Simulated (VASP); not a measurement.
# Sb (Fm-3m) in VASP: further runs

The runs below take Sb through single point, with r2SCAN.

Program: VASP 6.6.1. These are calculated values, not measurements. Logs are shortened: lines on timing, memory, paths and dates and some standing lists are left out, and cuts for length are marked.

**1. The crystal as given**

The structure is cubic, space group Fm-3m (No. 225). Conventional cell: a = 4.742 Å, b = 4.742 Å, c = 4.742 Å, α = 90.00°, β = 90.00°, γ = 90.00°. Sb (site symmetry m-3m) is surrounded by 12 Sb at 3.35 Å.

This isn't the form of Sb at room conditions, which is rhombohedral.

**2. Single point, r2SCAN**

Contents of INCAR:

```
PREC = Accurate
ENCUT = 350
EDIFF = 1E-6
ISMEAR = 1
SIGMA = 0.1
LREAL = F
LASPH = T
NELM = 100
ALGO = Normal
ISIF = 2
LWAVE = F
LCHARG = F
METAGGA = R2SCAN
LMIXTAU = T
NBANDS = 8
ADDGRID = F
```

Contents of KPOINTS:

```
Automatic mesh
0
Gamma
  6 6 6
```

Contents of POSCAR:

```
Sb
1.0
    0.0000000000      2.3712425216      2.3712425216
    2.3712425216      0.0000000000      2.3712425216
    2.3712425216      2.3712425216      0.0000000000
Sb
1
Direct
    0.0000000000      0.0000000000      0.0000000000
```

Potentials or basis: VASP PAW PBE potentials, release 64 (Sb).

Run with:

```
cat potpaw_PBE.64/Sb/POTCAR > POTCAR
mpirun -np 1 vasp_std > vasp.out
```

OUTCAR:

```text
PREC = Accurate
   ENCUT = 350
   EDIFF = 1E-6
   ISMEAR = 1
   LREAL = F
   LASPH = T
   NELM = 100
   ISIF = 2
   METAGGA = R2SCAN

 Found     16 irreducible k-points:

 Following reciprocal coordinates:
            Coordinates               Weight
  0.000000  0.000000  0.000000      1.000000
  0.166667  0.000000  0.000000      8.000000
  0.333333  0.000000  0.000000      8.000000
  0.500000  0.000000  0.000000      4.000000
  0.166667  0.166667  0.000000      6.000000
  0.333333  0.166667  0.000000     24.000000
   k-points           NKPTS =     16   k-points in BZ     NKDIM =     16   number of bands    NBANDS=      8
   number of dos      NEDOS =    301   number of ions     NIONS =      1
   total plane-waves  NPLWV =   8000
   dimension x,y,z NGX =    20 NGY =   20 NGZ =   20
   dimension x,y,z NGXF=    40 NGYF=   40 NGZF=   40
   ions per type =               1
   NGX,Y,Z   is equivalent  to a cutoff of   9.91,  9.91,  9.91 a.u.
   NGXF,Y,Z  is equivalent  to a cutoff of  19.83, 19.83, 19.83 a.u.
 SYSTEM =  unknown system
   PREC   = accura    normal or accurate (medium, high low for compatibility)
   ISTART =      0    job   : 0-new  1-cont  2-samecut
   ICHARG =      2    charge: 1-file 2-atom 10-const
   ISPIN  =      1    spin polarized calculation?
   LNONCOLLINEAR =      F non collinear calculations
   LSORBIT =      F    spin-orbit coupling
   LASPH  =      T    aspherical Exc in radial PAW
   ENCUT  =  350.0 eV  25.72 Ry    5.07 a.u.   5.12  5.12  5.12*2*pi/ulx,y,z
   NELM   =    100;   NELMIN=  2; NELMDL= -5     # of ELM steps
   EDIFF  = 0.1E-05   stopping-criterion for ELM
   LREAL  =      F    real-space projection
   EDIFFG = 0.1E-04   stopping-criterion for IOM
   NSW    =      0    number of steps for IOM
   IBRION =     -1    ionic relax: 0-MD 1-quasi-New 2-CG
   NFREE  =      0    steps in history (QN), initial steepest desc. (CG)
   ISIF   =      2    stress and relaxation
   ISYM   =      2    0-nonsym 1-usesym 2-fastsym
   POTIM  = 0.5000    time-step for ionic-motion
   TEBEG  =    0.0;   TEEND  =   0.0 temperature during run
   PSTRESS=    0.0 pullay stress
   NELECT =       5.0000    total number of electrons
   NUPDOWN=      -1.0000    fix difference up-down
   EMIN   =  10.00;   EMAX   =-10.00  energy-range for DOS
   EFERMI =   0.00;   METHOD = LEGACY
   ISMEAR =     1;   SIGMA  =   0.10  broadening in eV -4-tet -1-fermi 0-gaus
   EFERMI_NEDOS =   21; number of points for ismear=-14 and -15
   IALGO  =     38    algorithm
   IMIX   =      4    mixing-type and parameters
     AMIX     =   0.40;   BMIX     =  1.00
     AMIX_MAG =   1.60;   BMIX_MAG =  1.00
  volume/ion in A,a.u.               =      26.67       179.95
  Fermi-wavevector in a.u.,A,eV,Ry     =   0.937013  1.770697 11.945820  0.877993
  Thomas-Fermi vector in A             =   2.064081
   LORBIT       =      0    0 simple, 1 ext, 2 COOP (PROOUT), +10 PAW based schemes
   METAGGA = R2SCAN    functional components
   LHFCALC =     F    Hartree Fock is set to
   AEXX    =    0.0000 exact exchange contribution
   IVDW    =     0    specifies the selected vdW correction
   LEPSILON=     F    determine dielectric tensor
   LRPA    =     F    only Hartree local field effects (RPA)
 non-spin polarized calculation
 Methfessel and Paxton  Order N= 1 SIGMA  =   0.10
  energy-cutoff  :      350.00
  volume of cell :       26.67
 maximum number of plane-waves:       411
   NGX = 11   NGY = 11   NGZ = 11

 number of electron       5.0000000 magnetization

 Free energy of the ion-electron system (eV)
  ---------------------------------------------------
  ext. energy  EPLUGINS =         0.00000000
  ---------------------------------------------------
  free energy    TOTEN  =       -25.25566435 eV

  energy without entropy =      -25.25225384  energy(sigma->0) =      -25.25452751

 E-fermi :   8.8428     XC(G=0): -10.8856

 val. band max:        8.8371518204   @ k =  -0.3333   0.3333   0.1667
 cond. band min:       8.9016623059   @ k =  -0.3333   0.1667   0.0000
 fundamental gap:      0.0645104855
 Fermi energy:         8.8427737467

 k-point     1 :       0.0000    0.0000    0.0000
  band No.  band energies     occupation
      1      -5.0714      2.00000
      2      14.3027      0.00000
      3      14.3027      0.00000
      4      14.3027      0.00000
      5      19.0492      0.00000
      6      19.0492      0.00000
      7      19.0492      0.00000
      8      19.6159      0.00000

 k-point     2 :       0.1667    0.0000    0.0000
  band No.  band energies     occupation
      1      -4.4841      2.00000
      2      10.4251     -0.00000
      3      13.6544      0.00000
      4      13.6544      0.00000
      5      17.7490      0.00000
      6      19.9122      0.00000
      7      19.9122      0.00000
      8      21.7565      0.00000

 k-point     3 :       0.3333    0.0000    0.0000
  band No.  band energies     occupation
      1      -2.7819      2.00000
      2       5.3553      2.00000
      3      12.7889      0.00000
      4      12.7889      0.00000
      5      17.3582      0.00000
      6      18.8186      0.00000
      7      18.8186      0.00000
      8      20.1166      0.00000

 k-point     4 :       0.5000    0.0000    0.0000
  band No.  band energies     occupation
      1      -0.9878      2.00000
      2       2.3698      2.00000
      3      12.4589      0.00000
      4      12.4589      0.00000
      5      17.4302      0.00000
      6      18.1733      0.00000
      7      18.1733      0.00000
      8      19.0954      0.00000

 k-point     5 :       0.1667    0.1667    0.0000
  band No.  band energies     occupation
      1      -4.2872      2.00000
      2      11.8365      0.00000
      3      12.1246      0.00000
      4      12.1246      0.00000
      5      16.0400      0.00000
      6      18.1859      0.00000
      7      21.8996      0.00000
      8      21.8996      0.00000

 k-point     6 :       0.3333    0.1667    0.0000
  band No.  band energies     occupation
      1      -2.9445      2.00000
      2       7.2693      2.00000
      3      11.1033      0.00000
      4      11.1285      0.00000
      5      15.7905      0.00000
      6      18.0762      0.00000
      7      21.7621      0.00000
      8      21.8947      0.00000

 [... further k-points ...]

------------------------ aborting loop because EDIFF is reached ----------------------------------------

  FORCE on cell =-STRESS in cart. coord.  units (eV):
  Direction    XX          YY          ZZ          XY          YZ          ZX
  --------------------------------------------------------------------------------------
  -------------------------------------------------------------------------------------
  Total        0.1660829      0.1660829      0.1660829     -0.0000000     -0.0000000     -0.0000000
  in kB        9.9787804      9.9787804      9.9787804     -0.0000000     -0.0000000     -0.0000000
  external PRESSURE =       9.9787804 kB  Pullay stress =       0.0000000 kB

 VOLUME and BASIS-vectors are now :
 -----------------------------------------------------------------------------
  energy-cutoff  :      350.00
  volume of cell :       26.67
      direct lattice vectors                 reciprocal lattice vectors
     0.000000000  2.371242522  2.371242522    -0.210859916  0.210859916  0.210859916
     2.371242522  0.000000000  2.371242522     0.210859916 -0.210859916  0.210859916
     2.371242522  2.371242522  0.000000000     0.210859916  0.210859916 -0.210859916

 POSITION                                       TOTAL-FORCE (eV/Angst)
 -----------------------------------------------------------------------------------
      0.00000      0.00000      0.00000        -0.000000      0.000000      0.000000
 -----------------------------------------------------------------------------------
    total drift:                               -0.000000      0.000000     -0.000000

  FREE ENERGIE OF THE ION-ELECTRON SYSTEM (eV)
  ---------------------------------------------------
  free  energy   TOTEN  =       -25.2556643480 eV

  energy  without entropy=      -25.2522538431  energy(sigma->0) =      -25.25452751
```

stdout:

```text
POSCAR found type information on POSCAR Sb
 POSCAR found :  1 types and       1 ions
 scaLAPACK will be used
 -----------------------------------------------------------------------------
|                                                                             |
|                                                                             |
|     You enforced a specific xc type in the INCAR file but a different       |
|     I HOPE YOU KNOW WHAT YOU ARE DOING!                                     |
|                                                                             |
 -----------------------------------------------------------------------------

 LDA part: xc-table for (None), standard interpolation
 POSCAR, INCAR and KPOINTS ok, starting setup
 FFT: planning ... GRIDC
 FFT: planning ... GRID_SOFT
 FFT: planning ... GRID
 WAVECAR not read
 entering main loop
```

Wall time 6.2 s (1 thread of Intel Xeon 6975P-C (Granite Rapids), shared host); peak memory 0.12 GiB.

These settings aren't checked as converged: the numbers below hold their error.

What came out:

| Item | Value |
| --- | --- |
| Free energy | -25.2557 eV |
| Pressure | 1.0 GPa |
| Band gap on the k mesh | none (metal or under the smearing width) |

Caveat: the k mesh is coarse (spacing up to 0.38 Å⁻¹), so the values aren't converged; the PAW data sets were made with another functional, which shifts forces and pressure a little.

**3. Single point, r2SCAN**

Edit INCAR of step 2 so:

```diff
@@ -1,3 +1,3 @@
 PREC = Accurate
-ENCUT = 350
+ENCUT = 300
 EDIFF = 1E-6
```

Contents of KPOINTS:

```
Automatic mesh
0
Gamma
  7 7 7
```

POSCAR is that of step 2.

Potentials or basis: VASP PAW PBE potentials, release 64 (Sb).

Run with:

```
cat potpaw_PBE.64/Sb/POTCAR > POTCAR
mpirun -np 1 vasp_std > vasp.out
```

OUTCAR:

```text
PREC = Accurate
   ENCUT = 300
   EDIFF = 1E-6
   ISMEAR = 1
   LREAL = F
   LASPH = T
   NELM = 100
   ISIF = 2
   METAGGA = R2SCAN

 Found     20 irreducible k-points:

 Following reciprocal coordinates:
            Coordinates               Weight
  0.000000  0.000000  0.000000      1.000000
  0.142857  0.000000  0.000000      8.000000
  0.285714  0.000000  0.000000      8.000000
  0.428571  0.000000  0.000000      8.000000
  0.142857  0.142857  0.000000      6.000000
  0.285714  0.142857  0.000000     24.000000
[... 142 lines left out ...]
------------------------ aborting loop because EDIFF is reached ----------------------------------------

  FORCE on cell =-STRESS in cart. coord.  units (eV):
  Direction    XX          YY          ZZ          XY          YZ          ZX
  --------------------------------------------------------------------------------------
  -------------------------------------------------------------------------------------
  Total       -0.0163434     -0.0163434     -0.0163434     -0.0000000     -0.0000000     -0.0000000
  in kB       -0.9819657     -0.9819657     -0.9819657     -0.0000000     -0.0000000     -0.0000000
  external PRESSURE =      -0.9819657 kB  Pullay stress =       0.0000000 kB

 VOLUME and BASIS-vectors are now :
 -----------------------------------------------------------------------------
  energy-cutoff  :      300.00
  volume of cell :       26.67
      direct lattice vectors                 reciprocal lattice vectors
     0.000000000  2.371242522  2.371242522    -0.210859916  0.210859916  0.210859916
     2.371242522  0.000000000  2.371242522     0.210859916 -0.210859916  0.210859916
     2.371242522  2.371242522  0.000000000     0.210859916  0.210859916 -0.210859916

 POSITION                                       TOTAL-FORCE (eV/Angst)
 -----------------------------------------------------------------------------------
      0.00000      0.00000      0.00000        -0.000000     -0.000000      0.000000
 -----------------------------------------------------------------------------------
    total drift:                               -0.000000     -0.000000     -0.000000

  FREE ENERGIE OF THE ION-ELECTRON SYSTEM (eV)
  ---------------------------------------------------
  free  energy   TOTEN  =       -25.2087681582 eV

  energy  without entropy=      -25.2040822196  energy(sigma->0) =      -25.20720618
```

Wall time 7.5 s (1 thread of Intel Xeon 6975P-C (Granite Rapids), shared host); peak memory 0.12 GiB.

These settings aren't checked as converged: the numbers below hold their error.

What came out:

```yaml
Free_energy: -25.2088 eV
Pressure: -0.1 GPa
Band_gap_on_the_k_mesh: none (metal or under the smearing width)
```

Caveat: the PAW data sets were made with another functional, which shifts forces and pressure a little.

**4. Single point, r2SCAN**

Edit INCAR of step 3 so:

```diff
@@ -1,3 +1,3 @@
 PREC = Accurate
-ENCUT = 300
+ENCUT = 450
 EDIFF = 1E-6
```

Contents of KPOINTS:

```
Automatic mesh
0
Gamma
  6 6 6
```

POSCAR is that of step 3.

Potentials or basis: VASP PAW PBE potentials, release 64 (Sb).

Run with:

```
cat potpaw_PBE.64/Sb/POTCAR > POTCAR
mpirun -np 1 vasp_std > vasp.out
```

OUTCAR:

```text
PREC = Accurate
   ENCUT = 450
   EDIFF = 1E-6
   ISMEAR = 1
   LREAL = F
   LASPH = T
   NELM = 100
   ISIF = 2
   METAGGA = R2SCAN

 Found     16 irreducible k-points:

 Following reciprocal coordinates:
            Coordinates               Weight
  0.000000  0.000000  0.000000      1.000000
  0.166667  0.000000  0.000000      8.000000
  0.333333  0.000000  0.000000      8.000000
  0.500000  0.000000  0.000000      4.000000
  0.166667  0.166667  0.000000      6.000000
  0.333333  0.166667  0.000000     24.000000
[... 142 lines left out ...]
------------------------ aborting loop because EDIFF is reached ----------------------------------------

  FORCE on cell =-STRESS in cart. coord.  units (eV):
  Direction    XX          YY          ZZ          XY          YZ          ZX
  --------------------------------------------------------------------------------------
  -------------------------------------------------------------------------------------
  Total        0.1677776      0.1677776      0.1677776      0.0000000     -0.0000000      0.0000000
  in kB       10.0806034     10.0806034     10.0806034      0.0000000     -0.0000000      0.0000000
  external PRESSURE =      10.0806034 kB  Pullay stress =       0.0000000 kB

 VOLUME and BASIS-vectors are now :
 -----------------------------------------------------------------------------
  energy-cutoff  :      450.00
  volume of cell :       26.67
      direct lattice vectors                 reciprocal lattice vectors
     0.000000000  2.371242522  2.371242522    -0.210859916  0.210859916  0.210859916
     2.371242522  0.000000000  2.371242522     0.210859916 -0.210859916  0.210859916
     2.371242522  2.371242522  0.000000000     0.210859916  0.210859916 -0.210859916

 POSITION                                       TOTAL-FORCE (eV/Angst)
 -----------------------------------------------------------------------------------
      0.00000      0.00000      0.00000         0.000000      0.000000      0.000000
 -----------------------------------------------------------------------------------
    total drift:                                0.000000     -0.000000     -0.000000

  FREE ENERGIE OF THE ION-ELECTRON SYSTEM (eV)
  ---------------------------------------------------
  free  energy   TOTEN  =       -25.2566339893 eV

  energy  without entropy=      -25.2532204714  energy(sigma->0) =      -25.25549615
```

Wall time 6.6 s (1 thread of Intel Xeon 6975P-C (Granite Rapids), shared host); peak memory 0.14 GiB.

These settings aren't checked as converged: the numbers below hold their error.

Results:

```
Free energy            : -25.2566 eV
Pressure               : 1.0 GPa
Band gap on the k mesh : none (metal or under the smearing width)
```

Caveat: the k mesh is coarse (spacing up to 0.38 Å⁻¹), so the values aren't converged; the PAW data sets were made with another functional, which shifts forces and pressure a little.
